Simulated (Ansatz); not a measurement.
## Pressure coefficients of PbS

```
Pb S
1.0
     2.94050   -2.90000    0.00000
     2.94050    2.90000    0.00000
    -1.08005    0.00000   11.70929
Pb S
2 2
Direct
  0.77560 0.77560 0.63638
  0.22440 0.22440 0.36362
  0.26840 0.26840 0.59860
  0.73160 0.73160 0.40140
```

The conventional cell has a = 5.881 Å, b = 5.800 Å, c = 11.759 Å, α = 90.00°, β = 95.27°, γ = 90.00°. Around Pb (atom 1) lie 5 S at 2.75 to 2.98 Å. S (atom 3) is surrounded by 5 Pb at 2.75 to 2.98 Å.

The cell is COD entry 2106944, as deposited and not checked against the literature; nothing was relaxed.

Spin–orbit coupling is left out, though it moves levels of the heavy atoms by tenths of an eV or more.

Method: DFT, PBE, all-electron LAPW, scalar-relativistic in Ansatz 0.2.0.

The runs use a Γ-centred 7×7×3 k mesh, Fermi–Dirac smearing of 0.01 eV, basis error target 0.5 meV/atom, no spin polarisation.

The cell is scaled evenly with fractional coordinates held. Semilocal gaps are too small, but their slopes carry over better.

| V/V(cell) | P (GPa) | gap on the k mesh (eV) |
| --- | --- | --- |
| 0.9400 | 2.26 | 1.165 |
| 0.9600 | 1.53 | 1.204 |
| 0.9800 | 0.86 | 1.240 |
| 0.9900 | 0.56 | 1.257 |
| 1.0000 | 0.27 | 1.273 |
| 1.0100 | -0.01 | 1.288 |
| 1.0200 | -0.27 | 1.302 |
| 1.0400 | -0.75 | 1.329 |

Problem. From the rows at 0.9900 and 1.0100, what is the bulk modulus at the cell's volume?

Solution. B = −ΔP/Δln V = −[(-0.01) − (0.56)]/0.02000 = 28.5 GPa.

Problem. What are the gap's volume deformation potential and pressure coefficient?

Solution. dEg/dln V = (1.288 − 1.257)/0.02000 = 1.55 eV, and dEg/dP = −(dEg/dln V)/B = -54 meV/GPa: pressure narrows the gap.

Problem. Predict the row at V/V(cell) = 1.0600. How far is a linear estimate of P off?

Solution. P = -1.19 GPa, gap 1.353 eV. The linear estimate P(cell) − B ln(V/V(cell)) = -1.39 GPa misses by 0.20 GPa, since the modulus falls on expansion.
